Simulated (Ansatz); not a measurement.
**BN: distorted cells**

The calculation used DFT PBE, scalar-relativistic, plane waves, PAW (Ansatz).

Settings: cutoff 420 eV, Γ-centred mesh 12×12×12 on the computed 2-atom cell, Gaussian smearing of 0.02 eV; no spin polarisation.

Reference cell:

```yaml
crystal:
  lattice:
    - [1.25112, 0.72234, 3.37293]
    - [-1.25112, 0.72234, 3.37293]
    - [0.00000, -1.44467, 3.37293]
  atoms:
    - { symbol: B, position: [0.99967, 0.99967, 0.99967] }
    - { symbol: N, position: [0.33276, 0.33276, 0.33276] }
```

Each variant moves atoms of this cell by the vectors given, if any (Å), and then applies a symmetric strain (tensor components, Cartesian axes). The reference cell isn't relaxed at this level. Energies are per atom at zero smearing, counted from the lowest variant. Pressure is positive in compression.

1. no strain; moves: N2 (0.070, 0.046, 0.124)
2. strain (xx yy zz yz xz xy, %) 2.61 2.61 -3.39 0.00 0.00 0.00; moves: B1 (0.000, 0.000, 0.250); N2 (0.000, 0.000, -0.250)
3. strain (xx yy zz yz xz xy, %) -1.28 -1.28 -4.28 0.00 0.00 0.00; moves: B1 (0.000, 0.000, -0.030); N2 (0.000, 0.000, 0.030)
4. strain (xx yy zz yz xz xy, %) 4.90 4.90 3.40 0.00 0.00 0.00; moves: B1 (0.000, 0.000, -0.150); N2 (0.000, 0.000, 0.150)
5. strain (xx yy zz yz xz xy, %) -1.07 0.01 -0.62 -1.00 0.38 -0.23; moves: B1 (0.018, -0.093, -0.033); N2 (-0.018, 0.093, 0.033)
6. strain (xx yy zz yz xz xy, %) -2.00 -2.00 -3.50 0.00 0.00 0.00; moves: B1 (0.000, 0.000, 0.030); N2 (0.000, 0.000, -0.030)

| result | ΔE (meV/atom) | P (GPa) | largest force (eV/Å) | gap on mesh (eV) |
| --- | --- | --- | --- | --- |
| A | 311.3 | 19.93 | 6.32 | 2.68 |
| B | 0.0 | 14.23 | 0.71 | 4.16 |
| C | 91.9 | 5.39 | 4.13 | 3.54 |
| D | 384.8 | -26.62 | 4.07 | 3.34 |
| E | 16.7 | 20.21 | 0.69 | 4.42 |
| F | 722.2 | -23.97 | 5.90 | 2.28 |

Question: Which variant gave which result?

Answer: A is 5, B is 3, C is 1, D is 4, E is 6, F is 2.

Each cell of BN holds layers, and where no dispersion correction was added their binding is poorly described.

This form isn't the usual stable structure of the compound.